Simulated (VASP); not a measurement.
# PbSe (Pm-3m) in VASP: further runs, part 2 of 2

VASP 6.6.1.

**3. Single point, PBEsol**

INCAR reads:

```
SYSTEM = PbSe
  ADDGRID = .False.
  ALGO = Normal
  EDIFF = 1E-6
  ENCUT = 520
  GGA = PS
  ISIF = 2
  ISMEAR = 0
  LASPH = .True.
  LCHARG = .False.
  LREAL = .False.
  LWAVE = .False.
  NELM = 100
  PREC = Accurate
  SIGMA = 0.05
```

KPOINTS reads:

```
k-points
0
Gamma
  5 5 5
  0 0 0
```

POSCAR reads:

```
PbSe
1.0
    3.7843220000      0.0000000000      0.0000000000
    0.0000000000      3.7843220000      0.0000000000
    0.0000000000      0.0000000000      3.7843220000
Pb Se
1 1
Direct
    0.0499830000      0.0304240000      0.0268320000
    0.4857650000      0.4915870000      0.4882140000
```

Potentials or basis: VASP PAW PBE potentials, release 64 (Pb_d, Se).

Started as:

```
$ cat potpaw_PBE.64/Pb_d/POTCAR potpaw_PBE.64/Se/POTCAR > POTCAR
$ mpirun -np 1 vasp_std > vasp.out
```

Wall time 31 s (1 thread of Intel Xeon Platinum 8488C (Sapphire Rapids), shared host); peak memory 0.19 GiB.

The run converged, but some of its settings lie outside the range that counts as converged, so its numbers aren't taken as properties of the crystal.

Results:

```
Free energy            : -8.4967 eV
Pressure               : -1.5 GPa
Largest force          : 0.205 eV/Å
Band gap on the k mesh : 0.21 eV, indirect (least direct gap 1.55 eV)
```

Caveat: the PAW data sets were made with another functional, which shifts forces and pressure a little; spin-orbit coupling is left out, which as a rule narrows the gap of such compounds by several tenths of an eV; an odd mesh through Γ misses points on the zone boundary, where band edges often lie.

**4. Single point, PBEsol**

INCAR: that of step 3 with these lines changed.

```diff
@@ -4,3 +4,3 @@
   EDIFF = 1E-6
-  ENCUT = 520
+  ENCUT = 400
   GGA = PS
```

KPOINTS reads:

```
k-points
0
Gamma
  6 6 6
  0 0 0
```

POSCAR reads:

```
PbSe
1.0
    3.7843220000      0.0000000000      0.0000000000
    0.0000000000      3.7843220000      0.0000000000
    0.0000000000      0.0000000000      3.7843220000
Pb Se
1 1
Direct
    0.0000000000      0.0000000000      0.0000000000
    0.5000000000      0.5000000000      0.5000000000
```

Started as:

```
$ cat potpaw_PBE.64/Pb_d/POTCAR potpaw_PBE.64/Se/POTCAR > POTCAR
$ mpirun -np 1 vasp_std > vasp.out
```

It took 12 s on 1 thread of Intel Xeon Platinum 8488C (Sapphire Rapids), shared host; peak memory 0.15 GiB.

The run converged, but some of its settings lie outside the range that counts as converged, so its numbers aren't taken as properties of the crystal.

Results:

| Quantity | Value |
| --- | --- |
| Free energy | -8.4634 eV |
| Pressure | -3.3 GPa |
| Band gap on the k mesh | none (metal or under the smearing width) |

Caveat: the PAW data sets were made with another functional, which shifts forces and pressure a little.

**5. Single point, PBEsol**

INCAR is that of step 4.

KPOINTS is that of step 4.

POSCAR reads:

```
PbSe
1.0
    3.7843220000      0.0000000000      0.0000000000
    0.0000000000      3.7843220000      0.0000000000
    0.0000000000      0.0000000000      3.7843220000
Pb Se
1 1
Direct
    0.0499830000      0.0304240000      0.0268320000
    0.4857650000      0.4915870000      0.4882140000
```

Potentials or basis: VASP PAW PBE potentials, release 64 (Pb_d, Se).

Started as:

```
$ cat potpaw_PBE.64/Pb_d/POTCAR potpaw_PBE.64/Se/POTCAR > POTCAR
$ mpirun -np 1 vasp_std > vasp.out
```

OUTCAR:

```text
SYSTEM = PbSe
   EDIFF = 1E-6
   ENCUT = 400
   GGA = PS
   ISIF = 2
   ISMEAR = 0
   LASPH = .True.
   LREAL = .False.
   NELM = 100
   PREC = Accurate

 Found    112 irreducible k-points:

 Following reciprocal coordinates:
            Coordinates               Weight
  0.000000  0.000000  0.000000      1.000000
  0.166667  0.000000  0.000000      2.000000
  0.000000  0.166667  0.000000      2.000000
  0.000000  0.000000  0.166667      2.000000
  0.333333  0.000000  0.000000      2.000000
  0.000000  0.333333  0.000000      2.000000
   k-points           NKPTS =    112   k-points in BZ     NKDIM =    112   number of bands    NBANDS=     14
   number of dos      NEDOS =    301   number of ions     NIONS =      2
   total plane-waves  NPLWV =  21952
   dimension x,y,z NGX =    28 NGY =   28 NGZ =   28
   dimension x,y,z NGXF=    56 NGYF=   56 NGZF=   56
   ions per type =               1   1
   NGX,Y,Z   is equivalent  to a cutoff of  12.30, 12.30, 12.30 a.u.
   NGXF,Y,Z  is equivalent  to a cutoff of  24.60, 24.60, 24.60 a.u.
 SYSTEM =  PbSe
   PREC   = accura    normal or accurate (medium, high low for compatibility)
   ISTART =      0    job   : 0-new  1-cont  2-samecut
   ICHARG =      2    charge: 1-file 2-atom 10-const
   ISPIN  =      1    spin polarized calculation?
   LNONCOLLINEAR =      F non collinear calculations
   LSORBIT =      F    spin-orbit coupling
   LASPH  =      T    aspherical Exc in radial PAW
[... 72 lines left out ...]
     12       9.7573      0.00000
     13      11.4493      0.00000
     14      11.7732      0.00000
[... 71 lines left out ...]
      1     -11.6166      2.00000
      2     -11.5328      2.00000
      3     -11.5068      2.00000
      4     -11.5015      2.00000
      5     -11.4681      2.00000
      6      -7.4050      2.00000
      7      -3.1948      2.00000
      8       3.8222      2.00000
      9       4.4573      2.00000
     10       4.5271      2.00000
     11       7.0753      0.00000
     12       9.1663      0.00000
     13       9.4262      0.00000
     14      11.2620      0.00000

 [... further k-points ...]

------------------------ aborting loop because EDIFF is reached ----------------------------------------

  FORCE on cell =-STRESS in cart. coord.  units (eV):
  Direction    XX          YY          ZZ          XY          YZ          ZX
  --------------------------------------------------------------------------------------
  -------------------------------------------------------------------------------------
  Total       -0.5569825     -0.6952093     -0.6951679      0.1779950      0.1244316      0.1770952
  in kB      -16.4659919    -20.5523686    -20.5511457      5.2620407      3.6785541      5.2354380
  external PRESSURE =     -19.1898354 kB  Pullay stress =       0.0000000 kB

 VOLUME and BASIS-vectors are now :
 -----------------------------------------------------------------------------
  energy-cutoff  :      400.00
  volume of cell :       54.20
      direct lattice vectors                 reciprocal lattice vectors
     3.784322000  0.000000000  0.000000000     0.264248127  0.000000000  0.000000000
     0.000000000  3.784322000  0.000000000     0.000000000  0.264248127  0.000000000
     0.000000000  0.000000000  3.784322000     0.000000000  0.000000000  0.264248127

 POSITION                                       TOTAL-FORCE (eV/Angst)
 -----------------------------------------------------------------------------------
      0.18915      0.11513      0.10154         0.127947      0.074035      0.073183
      1.83829      1.86032      1.84756        -0.127947     -0.074035     -0.073183
 -----------------------------------------------------------------------------------
    total drift:                                0.000157      0.000118      0.000124

  FREE ENERGIE OF THE ION-ELECTRON SYSTEM (eV)
  ---------------------------------------------------
  free  energy   TOTEN  =        -8.5042716290 eV

  energy  without entropy=       -8.5026283284  energy(sigma->0) =       -8.50344998
```

OSZICAR:

```text
N       E                     dE             d eps       ncg     rms          rms(c)
DAV:   1     0.137479195059E+03    0.13748E+03   -0.80891E+03  3142   0.126E+03
DAV:   2     0.212378146623E+01   -0.13536E+03   -0.13264E+03  3268   0.323E+02
DAV:   3    -0.867339518257E+01   -0.10797E+02   -0.10455E+02  4152   0.943E+01
DAV:   4    -0.888628715064E+01   -0.21289E+00   -0.21279E+00  3464   0.159E+01
DAV:   5    -0.889339420347E+01   -0.71071E-02   -0.71069E-02  4336   0.284E+00    0.280E+00
DAV:   6    -0.851539215673E+01    0.37800E+00   -0.10133E+00  4686   0.856E+00    0.158E+00
DAV:   7    -0.850717485989E+01    0.82173E-02   -0.11218E-01  3700   0.198E+00    0.812E-01
DAV:   8    -0.850675853764E+01    0.41632E-03   -0.26838E-02  3766   0.161E+00    0.207E-01
DAV:   9    -0.850467590360E+01    0.20826E-02   -0.17337E-02  4582   0.100E+00    0.114E-01
DAV:  10    -0.850427063693E+01    0.40527E-03   -0.14292E-03  3816   0.289E-01    0.380E-02
DAV:  11    -0.850427233498E+01   -0.16981E-05   -0.19472E-04  3418   0.918E-02    0.107E-02
DAV:  12    -0.850427162904E+01    0.70595E-06   -0.75204E-06  3916   0.186E-02
   1 F= -.85042716E+01 E0= -.85034500E+01  d E =-.164330E-02
```

stdout:

```text
POSCAR found type information on POSCAR PbSe
 POSCAR found :  2 types and       2 ions
 scaLAPACK will be used
 -----------------------------------------------------------------------------
|                                                                             |
|                                                                             |
|     You enforced a specific xc type in the INCAR file but a different       |
|     I HOPE YOU KNOW WHAT YOU ARE DOING!                                     |
|                                                                             |
 -----------------------------------------------------------------------------

 LDA part: xc-table for (Slater+PW92), standard interpolation
 POSCAR, INCAR and KPOINTS ok, starting setup
 FFT: planning ... GRIDC
 FFT: planning ... GRID_SOFT
 FFT: planning ... GRID
 WAVECAR not read
 entering main loop
```

It took 50 s on 1 thread of Intel Xeon Platinum 8488C (Sapphire Rapids), shared host; peak memory 0.2 GiB.

These settings aren't checked as converged: the numbers below hold their error.

What came out:

| Property | Result |
| --- | --- |
| Free energy | -8.5043 eV |
| Pressure | -1.9 GPa |
| Largest force | 0.165 eV/Å |
| Band gap on the k mesh | none (metal or under the smearing width) |

Caveat: the PAW data sets were made with another functional, which shifts forces and pressure a little.

**6. Single point, PBEsol**

INCAR: that of step 5 with these lines changed.

```diff
@@ -4,3 +4,3 @@
   EDIFF = 1E-6
-  ENCUT = 400
+  ENCUT = 650
   GGA = PS
```

KPOINTS reads:

```
k-points
0
Gamma
  5 5 5
  0 0 0
```

POSCAR reads:

```
PbSe
1.0
    3.7843220000      0.0000000000      0.0000000000
    0.0000000000      3.7843220000      0.0000000000
    0.0000000000      0.0000000000      3.7843220000
Pb Se
1 1
Direct
    0.0000000000      0.0000000000      0.0000000000
    0.5000000000      0.5000000000      0.5000000000
```

Potentials or basis: VASP PAW PBE potentials, release 64 (Pb_d, Se).

Started as:

```
$ cat potpaw_PBE.64/Pb_d/POTCAR potpaw_PBE.64/Se/POTCAR > POTCAR
$ mpirun -np 1 vasp_std > vasp.out
```

It took 12 s on 1 thread of Intel Xeon Platinum 8488C (Sapphire Rapids), shared host; peak memory 0.18 GiB.

These settings aren't checked as converged: the numbers below hold their error.

What came out:

| Property | Result |
| --- | --- |
| Free energy | -8.4480 eV |
| Pressure | -2.7 GPa |
| Band gap on the k mesh | 0.16 eV, indirect (least direct gap 1.33 eV) |

Caveat: the PAW data sets were made with another functional, which shifts forces and pressure a little; spin-orbit coupling is left out, which as a rule narrows the gap of such compounds by several tenths of an eV; an odd mesh through Γ misses points on the zone boundary, where band edges often lie.
